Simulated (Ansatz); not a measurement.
# SiNi3 (R-3m) in Ansatz: notebook

The runs below take SiNi3 through single point, with PBEsol.

Everything below comes from runs of Ansatz 0.2.0. Logs are shortened: lines on timing, memory, paths and dates and some standing lists are left out, and cuts for length are marked.

### Step 1. The crystal as given

Symmetry: R-3m, No. 166, trigonal system. The conventional cell has a = 2.586 Å, b = 2.586 Å, c = 22.986 Å, α = 90.00°, β = 90.00°, γ = 120.00°. Around Ni (site symmetry 3m) lie 3 Si at 2.34 Å and 9 Ni at 2.52 to 2.59 Å. Ni (site symmetry -3m) is surrounded by 12 Ni at 2.52 to 2.59 Å. Si (site symmetry -3m) is surrounded by 6 Ni at 2.34 Å and 6 Si at 2.59 Å.

The cell comes from a database or a generator and needn't be the stable form of this composition.

### Step 2. Single point, PBEsol, collinear spin, program default start

input.yaml

```yaml
crystal:
  lattice:
    - [1.2928041287, 0.7464008117, 7.661989331]
    - [-1.2928041287, 0.7464008117, 7.661989331]
    - [0.0, -1.4928016234, 7.661989331]
  atoms:
    - { symbol: Ni, position: [0.254733, 0.254733, 0.254733] }
    - { symbol: Ni, position: [0.5, 0.5, 0.5] }
    - { symbol: Ni, position: [0.745267, 0.745267, 0.745267] }
    - { symbol: Si, position: [0.0, 0.0, 0.0] }
hamiltonian:
  xc: pbesol
  pseudopotentials: { kind: paw }
magnetization:
  spin_polarized: true
  initial_magnetization: 0.0
  spin_locking: { lock_magnetization: hard }
kpoints:
  mp_grid: { grid: [10, 10, 10] }
scf:
  occupations: { method: fermi_dirac, width: 0.05 }
  lower_state_search: "off"
output:
  forces: true
  stress: true
  eigenvalues: true
```

Potentials or basis: Ansatz PAW.

On the command line:

```bash
$ ansatz run input.yaml --threads 2 --pin off --max-ram 5632MiB --backend cpu --events-out ev --progress --plain --runs-dir out
```

Standard output:

```text
Warning: output.stress: scf.convergence.dr2_threshold = 1e-7 eV (the SCF's general default) is looser than the 4e-10 eV advised for a printed stress (1e-10 eV for each atom of the cell: 4). What an SCF threshold leaves in a stress goes as its square root, and in the free energy as the threshold itself, and one threshold admits the most on a small cell: of the crystals measured, under no hybrid functional and no lock of the moments, on runs that ended without the residual-converged pass, on stresses that held no estimate of that error, the worst erred by over 100 MPa in a component at 1e-7 eV an atom and by under 5 at 1e-10. Set scf.convergence.dr2_threshold to 4e-10 eV or tighter. The threshold is an SCF's pass mark: one that does not reach it within its budget of iterations ends unconverged, or closes short of it on a stop that the run arms, and scf.convergence.dr2_threshold's page says what that costs each kind of run
Warning: RAYON_NUM_THREADS=2 ignored (pool sized by the plan → 2); use --threads N
basis.fft_grid_basis auto: the FFT boxes are laid along the combinations [[1, 0, -1], [0, 1, -1], [0, 0, 1]] of the cell's own vectors, 2.586, 2.586 and 7.806 Å long. The dense box has 18×18×54 points. Along the cell's own vectors, as sized, it would have 54×54×54, 9.00 times as many. Of the 12 symmetry operations that the crystal satisfies within crystal.symmetry.tolerance (time reversal apart; of a slab, those that keep its plane) the dense box along the cell's own vectors carries 12, and the one as laid loses 8 of those. basis.fft_grid_basis: typed keeps the cell's own vectors: state it where this run's energies or levels are differenced outside the engine with another run's, or held beside a run that keeps those vectors.
Engine: ansatz 0.2.0, aarch64-unknown-linux-gnu
Pseudopotentials: kind: paw
Pseudopotential: Ni, paw, valence charge 18, recommended cutoff 420 eV (normal), Ni.paw.azcp
Pseudopotential: Si, paw, valence charge 4, recommended cutoff 420 eV (normal), Si.paw.azcp
Functional definition: PBEsol
  exchange = pbesol_x
  correlation = pbesol_c
Crystal: 4 atoms, lattice volume = 44.361 Å³
Basis set: ecut = 420 eV, 889 PW (Γ), FFT grids on a1−a3, a2−a3, a3, exchange–correlation on 36×36×108 points (8 copies of the dense FFT grid, shifted against one another)
Bands: 35, of which v1, the nominal top of the filled ones, is band 29 counted from 1 (28 counted from 0)
Symmetry: 12 space group operations
Space group: R-3m (ITA 166), of the structure as read, at distance tolerance 3.5e-5 Å
k-points: 116 of 1000
Non-local potential: Ni, projectors of the file, l = 0: 3, l = 1: 2, l = 2: 3, l = 3: 1
Non-local potential: Si, projectors of the file, l = 0: 2, l = 1: 2, l = 2: 2
PAW form: soft (Blöchl's): semilocal exchange-correlation on the pseudo side does not see the compensation charge
PAW frozen core: Ni, regenerated for the run's functional, and the local potential with it (the file was generated under x = pbe(κ = 0.804, μ = 0.2195149727645171), c = pbe(β = 0.06672455060314922))
PAW frozen core: Si, regenerated for the run's functional, and the local potential with it (the file was generated under x = pbe(κ = 0.804, μ = 0.2195149727645171), c = pbe(β = 0.06672455060314922))
PAW one-centre angular grid: Ni, 590 points (default); XC on 64 Gauss nodes
PAW one-centre angular grid: Si, 110 points (default); XC on 64 Gauss nodes
Initial density: superposition of atomic densities (chi_scale 0.1, normalization cell, long waves kept (reshape's long-wave potential 0.01 eV rms))
Initial wavefunctions: pseudopotential atomic-orbital guess
Functional: x = pbesol(κ = 0.804, μ = 0.12345679012345678), c = pbesol(β = 0.046)
SCF iter   1: F=—  HF=-18037.596513 eV  |F-HF|=—  |Δ(HF+E_count)|=         —  Δρ=3.45e-2 (↑3.45e-2 ↓3.45e-2)  dr2=2.56e0  dr2_m=0.00e0  M=0.000 μB ∫|m|=0.000 μB  β_m=0.30  ethr=3.10e-3  ⟨swp⟩=5.1  Hψ=14000  notcnv=0  defer=1
preconditioner: auto → Kerker (q_TF=auto, 2.853 Å⁻¹)  [metal: Δε(μ)=0.004 eV  Ē_g=7.446 eV  σ=0.050 eV  W_gap=0.02  n_scr=12 (ndim 8)  ℏωp=32.5 eV  f_vac=0.000  D(μ)=4.25/eV (n_scr^D=58)]
spin=Collinear: Kerker preconditioning applied to the charge; magnetization (m = ρ↑ − ρ↓) channel mixes plain (no charge-response kernel on spin).
SCF iter   2: F=—  HF=-18037.414877 eV  |F-HF|=—  |Δ(HF+E_count)|=   1.82e-1  Δρ=1.56e-2 (↑1.56e-2 ↓1.56e-2)  dr2=6.15e-1  dr2_m=0.00e0  M=0.000 μB ∫|m|=0.000 μB  β_m=0.38  ethr=3.10e-3  ⟨swp⟩=2.0  Hψ=5528  notcnv=0  defer=73
SCF iter   3: F=—  HF=-18037.316032 eV  |F-HF|=—  |Δ(HF+E_count)|=   9.88e-2  Δρ=1.85e-2 (↑1.85e-2 ↓1.85e-2)  dr2=9.38e-1  dr2_m=0.00e0  M=0.000 μB ∫|m|=0.000 μB  β_m=0.39  ethr=1.06e-3  ⟨swp⟩=2.5  Hψ=5610  notcnv=0  defer=73
SCF iter   4: F=—  HF=-18037.310923 eV  |F-HF|=—  |Δ(HF+E_count)|=   5.11e-3  Δρ=3.67e-2 (↑3.67e-2 ↓3.67e-2)  dr2=2.33e0  dr2_m=0.00e0  M=0.000 μB ∫|m|=0.000 μB  β_m=0.19  ethr=1.06e-3  ⟨swp⟩=2.2  Hψ=5290  notcnv=0  defer=73  recentre
SCF iter   5: F=—  HF=-18037.230858 eV  |F-HF|=—  |Δ(HF+E_count)|=   8.01e-2  Δρ=4.86e-3 (↑4.86e-3 ↓4.86e-3)  dr2=7.78e-2  dr2_m=0.00e0  M=0.000 μB ∫|m|=0.000 μB  β_m=0.47  ethr=1.06e-3  ⟨swp⟩=2.1  Hψ=5298  notcnv=0  defer=63
SCF iter   6: F=—  HF=-18037.210901 eV  |F-HF|=—  |Δ(HF+E_count)|=   2.00e-2  Δρ=1.98e-3 (↑1.98e-3 ↓1.98e-3)  dr2=3.17e-3  dr2_m=0.00e0  M=0.000 μB ∫|m|=0.000 μB  β_m=0.70  ethr=1.34e-4  ⟨swp⟩=2.0  Hψ=6836  notcnv=0  defer=63
SCF iter   7: F=—  HF=-18037.209794 eV  |F-HF|=—  |Δ(HF+E_count)|=   1.11e-3  Δρ=9.10e-4 (↑9.10e-4 ↓9.10e-4)  dr2=9.27e-4  dr2_m=0.00e0  M=0.000 μB ∫|m|=0.000 μB  β_m=0.71  ethr=5.46e-6  ⟨swp⟩=2.0  Hψ=4419  notcnv=0  defer=63
SCF iter   8: F=—  HF=-18037.209615 eV  |F-HF|=—  |Δ(HF+E_count)|=   1.79e-4  Δρ=2.73e-4 (↑2.73e-4 ↓2.73e-4)  dr2=6.62e-5  dr2_m=0.00e0  M=0.000 μB ∫|m|=0.000 μB  β_m=0.74  ethr=1.60e-6  ⟨swp⟩=2.0  Hψ=5555  notcnv=0  defer=63
SCF iter   9: F=—  HF=-18037.209643 eV  |F-HF|=—  |Δ(HF+E_count)|=   2.81e-5  Δρ=1.87e-4 (↑1.87e-4 ↓1.87e-4)  dr2=4.13e-5  dr2_m=0.00e0  M=0.000 μB ∫|m|=0.000 μB  β_m=0.83  ethr=1.14e-7  ⟨swp⟩=2.1  Hψ=7219  notcnv=0  defer=63
SCF iter  10: F=—  HF=-18037.209643 eV  |F-HF|=—  |Δ(HF+E_count)|=   4.29e-7  Δρ=1.47e-5 (↑1.47e-5 ↓1.47e-5)  dr2=1.40e-7  dr2_m=0.00e0  M=0.000 μB ∫|m|=0.000 μB  β_m=0.84  ethr=7.11e-8  ⟨swp⟩=1.2  Hψ=4315  notcnv=0  defer=63
SCF iter  11: F=—  HF=-18037.209643 eV  |F-HF|=—  |Δ(HF+E_count)|=   3.86e-8  Δρ=2.02e-5 (↑2.02e-5 ↓2.02e-5)  dr2=5.24e-7  dr2_m=0.00e0  M=0.000 μB ∫|m|=0.000 μB  β_m=0.84  ethr=1.72e-10  ⟨swp⟩=7.9  Hψ=18451  notcnv=0
SCF iter  12: F=—  HF=-18037.209643 eV  |F-HF|=—  |Δ(HF+E_count)|=   5.24e-8  Δρ=8.64e-6 (↑8.64e-6 ↓8.64e-6)  dr2=1.56e-7  dr2_m=0.00e0  M=0.000 μB ∫|m|=0.000 μB  β_m=0.75  ethr=2.42e-10  ⟨swp⟩=2.0  Hψ=5727  notcnv=0
SCF iter  13: F=-18037.209643 eV  HF=-18037.209643 eV  |F-HF|=8.85e-9  |Δ(HF+E_count)|=   2.29e-9  Δρ=2.71e-6 (↑2.71e-6 ↓2.71e-6)  dr2=6.63e-9  dr2_m=0.00e0  M=0.000 μB ∫|m|=0.000 μB  ethr=1.72e-10  ⟨swp⟩=3.3  Hψ=11659  notcnv=0
SCF 1 converged in 13 iterations: F = -18037.209643 eV  dr2 = 6.63e-9
SCF converged after 13 iterations
Stability checked in part: among states of this total moment the steps that led to this state did not find it unstable. No probe was made; neither looks for a lower state of another moment (fixed_total_moment; see scf.lower_state_search)
Magnetization: 0.0000 μB (29.0000 up, 29.0000 down)
Absolute magnetization: 0.0000 μB (∫|ρ↑−ρ↓|)
Spin contamination: 0.0000 ħ² per cell (⟨S²⟩ above its minimum at these occupations)
Per-site moments (μB) at R_I (Å): [(0.0, 0.966750644366412), (0.0, 1.0375179765380758), (0.0, 0.9667506443664124), (0.0, 0.966750644366412)]
Free energy (F): -18037.209643 eV
Harris-Foulkes:  -18037.209643 eV  (|F-HF|=8.85e-9)
Internal energy: -18037.166452 eV  (E = F + TS)
E sigma→0 (E₀):  -18037.188048 eV
Entropy (-TS):   -0.043191 eV (-10.798 meV/atom)
Fermi energy:    16.715945 (↑ 16.715945, ↓ 16.715945) eV
--- Per-component energies (eV) ---
  E_band       = -880.964766
  E_kinetic    = 896.071357
  E_local      = -12609.568418  (includes V_loc(G=0)·N_el)
  E_nonlocal   = 1936.793327
  E_hartree    = 5426.121450
  E_xc         = -310.837441
  E_vxc        = -378.399597  (∫ρ·V_xc dr)
  E_paw        = -5286.390148  (= ΣΔE_a)
  E_vpaw       = -1578.094936  (= ΣTr[D̂ρ^β])
  E_aug_tail   = 0.001435  (compensation charges beyond the density's cutoff)
  E_ewald      = -8089.981441
  E_core_change = 0.623427  (= ΣΔE_core)
  E_smearing   = -0.043191  (= −TS)
  E_closure    = 0.000000  (closes the sum)
  Σ components = -18037.209643   (vs F -18037.209643, Δ=0.00e0)
--- Forces (eV/Å), atoms counted from 1 ---
  atom   1  Ni     0.00000000    -0.00000000     0.06608691
  atom   2  Ni    -0.00000000    -0.00000000    -0.00000000
  atom   3  Ni     0.00000000     0.00000000    -0.06608691
  atom   4  Si    -0.00000000     0.00000000     0.00000000
  max |Σ_I F_I| component: 2.78e-17 eV/Å
--- Stress (GPa, compression-positive) ---
       -5.902074       0.000000       0.000000
        0.000000      -5.902074       0.000000
       -0.000000       0.000000      -7.358655
  P = ⅓ Tr σ = -6.3876 GPa (-63.876 kbar)
--- Band table (eV; the first three rows and the last of 232) ---
  k-point 0 ↑: bands = ["-86.1937", "-86.1934", "-85.8126", "-46.9629", "-46.9567", "-46.5749", "-46.5749", "-46.5745", "-46.5745", "-46.3209", "-46.3031", "-46.3031", "2.9353", "8.5909", "9.3262", "12.3937", "13.9025", "14.7509", "14.7509", "14.8554", "14.8554", "14.8859", "14.9354", "14.9354", "15.4866", "15.5028", "15.5028", "15.6883", "15.6883", "16.3472", "16.3472", "20.7562", "28.7318", "28.7318", "28.8209"]
  k-point 1 ↑: bands = ["-86.1924", "-86.1921", "-85.8113", "-46.9610", "-46.9555", "-46.5860", "-46.5857", "-46.5777", "-46.5772", "-46.3197", "-46.3136", "-46.3057", "3.2175", "8.8651", "9.6410", "12.5858", "13.9056", "14.5711", "14.6213", "14.6639", "14.8496", "14.9612", "14.9657", "15.0222", "15.1016", "15.4256", "15.4876", "15.7417", "15.8166", "16.3525", "17.1432", "20.8928", "25.7059", "27.0635", "28.6548"]
  k-point 2 ↑: bands = ["-86.1889", "-86.1887", "-85.8080", "-46.9559", "-46.9523", "-46.6157", "-46.6141", "-46.5850", "-46.5843", "-46.3407", "-46.3166", "-46.3125", "4.0549", "9.6638", "10.5073", "13.0538", "13.7629", "14.0400", "14.1976", "14.4424", "14.8016", "14.9272", "15.1550", "15.2341", "15.2778", "15.3265", "15.4032", "15.9089", "16.0486", "16.3584", "18.3663", "21.2843", "22.1874", "25.4615", "27.7124"]
  k-point 115 ↓: bands = ["-86.1937", "-86.1934", "-85.8126", "-46.9637", "-46.9560", "-46.5750", "-46.5750", "-46.5745", "-46.5745", "-46.3209", "-46.3031", "-46.3031", "2.9536", "7.8918", "11.0529", "11.5349", "13.7832", "14.7329", "14.7329", "14.8302", "14.8712", "14.8712", "14.8867", "14.9565", "14.9565", "15.4481", "15.4481", "15.7235", "15.7235", "16.3479", "16.3479", "23.0349", "25.2209", "28.7380", "28.7380"]
```

Run time: 6.6 s. Hardware: 2 threads of Arm Neoverse V2, shared host; peak memory 0.48 GiB.

Results:

```
Free energy     : -18037.2096 eV
Pressure        : -6.4 GPa
Largest force   : 0.066 eV/Å
Net moment      : 0.00 μB per cell
Absolute moment : 0.00 μB per cell
```

Forces in eV/Å, atoms in the order of the input:
```
Ni   0.000  0.000  0.066
Ni   0.000  0.000  0.000
Ni   0.000  0.000 -0.066
Si   0.000  0.000  0.000
```

Caveat: the total moment is fixed, so each spin has its own Fermi level; the PAW data sets come from PBE, with cores solved anew for the run's functional, which leaves a small shift of forces and pressure; the thresholds are loose for stress.

### Step 3. Single point, PBEsol, collinear spin, ferromagnetic start

input.yaml, as its differences from that of step 2:

```diff
@@ -6,5 +6,5 @@
   atoms:
-    - { symbol: Ni, position: [0.254733, 0.254733, 0.254733] }
-    - { symbol: Ni, position: [0.5, 0.5, 0.5] }
-    - { symbol: Ni, position: [0.745267, 0.745267, 0.745267] }
+    - { symbol: Ni, position: [0.254733, 0.254733, 0.254733], spin: 0.2666666667 }
+    - { symbol: Ni, position: [0.5, 0.5, 0.5], spin: 0.2666666667 }
+    - { symbol: Ni, position: [0.745267, 0.745267, 0.745267], spin: 0.2666666667 }
     - { symbol: Si, position: [0.0, 0.0, 0.0] }
@@ -15,3 +15,3 @@
   spin_polarized: true
-  initial_magnetization: 0.0
+  initial_magnetization: 0.8
   spin_locking: { lock_magnetization: hard }
```

Potentials or basis: Ansatz PAW.

On the command line:

```bash
$ ansatz run input.yaml --threads 2 --pin off --max-ram 5632MiB --backend cpu --events-out ev --progress --plain --runs-dir out
```

Standard output:

```text
Warning: output.stress: scf.convergence.dr2_threshold = 1e-7 eV (the SCF's general default) is looser than the 4e-10 eV advised for a printed stress (1e-10 eV for each atom of the cell: 4). What an SCF threshold leaves in a stress goes as its square root, and in the free energy as the threshold itself, and one threshold admits the most on a small cell: of the crystals measured, under no hybrid functional and no lock of the moments, on runs that ended without the residual-converged pass, on stresses that held no estimate of that error, the worst erred by over 100 MPa in a component at 1e-7 eV an atom and by under 5 at 1e-10. Set scf.convergence.dr2_threshold to 4e-10 eV or tighter. The threshold is an SCF's pass mark: one that does not reach it within its budget of iterations ends unconverged, or closes short of it on a stop that the run arms, and scf.convergence.dr2_threshold's page says what that costs each kind of run
Warning: RAYON_NUM_THREADS=2 ignored (pool sized by the plan → 2); use --threads N
basis.fft_grid_basis auto: the FFT boxes are laid along the combinations [[1, 0, -1], [0, 1, -1], [0, 0, 1]] of the cell's own vectors, 2.586, 2.586 and 7.806 Å long. The dense box has 18×18×54 points. Along the cell's own vectors, as sized, it would have 54×54×54, 9.00 times as many. Of the 12 symmetry operations that the crystal satisfies within crystal.symmetry.tolerance (time reversal apart; of a slab, those that keep its plane) the dense box along the cell's own vectors carries 12, and the one as laid loses 8 of those. basis.fft_grid_basis: typed keeps the cell's own vectors: state it where this run's energies or levels are differenced outside the engine with another run's, or held beside a run that keeps those vectors.
Engine: ansatz 0.2.0, aarch64-unknown-linux-gnu
Pseudopotentials: kind: paw
Pseudopotential: Ni, paw, valence charge 18, recommended cutoff 420 eV (normal), Ni.paw.azcp
Pseudopotential: Si, paw, valence charge 4, recommended cutoff 420 eV (normal), Si.paw.azcp
Functional definition: PBEsol
  exchange = pbesol_x
  correlation = pbesol_c
Crystal: 4 atoms, lattice volume = 44.361 Å³
Basis set: ecut = 420 eV, 889 PW (Γ), FFT grids on a1−a3, a2−a3, a3, exchange–correlation on 36×36×108 points (8 copies of the dense FFT grid, shifted against one another)
Bands: 36, of which v1, the nominal top of the filled ones, is band 29 counted from 1 (28 counted from 0)
Symmetry: 12 space group operations
Space group: R-3m (ITA 166), of the structure as read, at distance tolerance 3.5e-5 Å
Magnetic group: BNS 166.97 (UNI 1327), of the structure as read, at distance tolerance 3.5e-5 Å
k-points: 116 of 1000
Non-local potential: Ni, projectors of the file, l = 0: 3, l = 1: 2, l = 2: 3, l = 3: 1
Non-local potential: Si, projectors of the file, l = 0: 2, l = 1: 2, l = 2: 2
PAW form: soft (Blöchl's): semilocal exchange-correlation on the pseudo side does not see the compensation charge
PAW frozen core: Ni, regenerated for the run's functional, and the local potential with it (the file was generated under x = pbe(κ = 0.804, μ = 0.2195149727645171), c = pbe(β = 0.06672455060314922))
PAW frozen core: Si, regenerated for the run's functional, and the local potential with it (the file was generated under x = pbe(κ = 0.804, μ = 0.2195149727645171), c = pbe(β = 0.06672455060314922))
[... 43 lines left out ...]
  E_nonlocal   = 1936.584004
  E_hartree    = 5424.837186
  E_xc         = -310.857204
  E_vxc        = -378.422652  (∫ρ·V_xc dr)
  E_paw        = -5286.140067  (= ΣΔE_a)
  E_vpaw       = -1577.560465  (= ΣTr[D̂ρ^β])
  E_aug_tail   = 0.001434  (compensation charges beyond the density's cutoff)
  E_ewald      = -8089.981441
  E_core_change = 0.623427  (= ΣΔE_core)
  E_smearing   = -0.031984  (= −TS)
  E_closure    = -0.000000  (closes the sum)
  Σ components = -18037.218376   (vs F -18037.218376, Δ=0.00e0)
--- Forces (eV/Å), atoms counted from 1 ---
  atom   1  Ni     0.00000000    -0.00000000     0.03402092
  atom   2  Ni     0.00000000     0.00000000     0.00000000
  atom   3  Ni     0.00000000     0.00000000    -0.03402092
  atom   4  Si     0.00000000     0.00000000     0.00000000
  max |Σ_I F_I| component: 1.68e-29 eV/Å
--- Stress (GPa, compression-positive) ---
       -5.776505       0.000000       0.000000
        0.000000      -5.776505       0.000000
        0.000000       0.000000      -6.403269
  P = ⅓ Tr σ = -5.9854 GPa (-59.854 kbar)
--- Band table (eV; the first three rows and the last of 232) ---
  k-point 0 ↑: bands = ["-86.2814", "-86.2796", "-86.2183", "-47.0612", "-47.0513", "-46.7425", "-46.7425", "-46.6527", "-46.6527", "-46.6513", "-46.6513", "-46.6368", "2.9668", "8.6080", "9.2947", "12.2907", "13.8307", "14.6262", "14.6445", "14.6445", "14.6671", "14.6671", "14.7902", "14.7902", "15.4460", "15.4460", "15.4784", "15.4978", "15.4978", "16.0909", "16.0909", "20.6856", "28.7629", "28.7629", "28.7840", "29.7040"]
  k-point 1 ↑: bands = ["-86.2800", "-86.2783", "-86.2172", "-47.0589", "-47.0503", "-46.7525", "-46.7453", "-46.6679", "-46.6623", "-46.6554", "-46.6538", "-46.6319", "3.2490", "8.8807", "9.6108", "12.4812", "13.8247", "14.4298", "14.4961", "14.5905", "14.7092", "14.7775", "14.7907", "14.8601", "14.9124", "15.3419", "15.3526", "15.5512", "15.6581", "16.1015", "17.0125", "20.8234", "25.7289", "27.0916", "28.6470", "30.3664"]
  k-point 2 ↑: bands = ["-86.2762", "-86.2750", "-86.2142", "-47.0531", "-47.0479", "-46.7784", "-46.7526", "-46.6993", "-46.6910", "-46.6625", "-46.6604", "-46.6275", "4.0862", "9.6763", "10.4775", "12.9436", "13.6948", "13.9186", "14.0844", "14.3459", "14.6201", "14.7877", "14.9317", "15.1077", "15.1345", "15.1692", "15.3359", "15.6343", "15.8889", "16.1217", "18.2787", "21.2282", "22.1911", "25.4873", "27.7251", "28.7391"]
  k-point 115 ↓: bands = ["-86.0874", "-86.0872", "-85.5738", "-46.8307", "-46.8237", "-46.4857", "-46.4857", "-46.4854", "-46.4854", "-46.0992", "-46.0661", "-46.0661", "2.9942", "7.8882", "11.0571", "11.5645", "13.8838", "14.8146", "14.8146", "14.8965", "14.9459", "14.9459", "15.0801", "15.1054", "15.1054", "15.5308", "15.5308", "15.8622", "15.8622", "16.5063", "16.5063", "23.0718", "25.2827", "28.7859", "28.7859", "29.7200"]
```

Run time: 17 s. Hardware: 2 threads of Arm Neoverse V2, shared host; peak memory 0.51 GiB.

What came out:

* Free energy: -18037.2184 eV
* Pressure: -6.0 GPa
* Largest force: 0.034 eV/Å
* Net moment: 0.80 μB per cell
* Absolute moment: 0.91 μB per cell
* Site moments: Ni +0.15, +0.53; Si +0.00 μB

Forces on the atoms (eV/Å):
```
Ni   0.000  0.000  0.034
Ni   0.000  0.000  0.000
Ni   0.000  0.000 -0.034
Si   0.000  0.000  0.000
```

Caveat: the total moment is fixed, so each spin has its own Fermi level; the PAW data sets come from PBE, with cores solved anew for the run's functional, which leaves a small shift of forces and pressure; the thresholds are loose for stress.
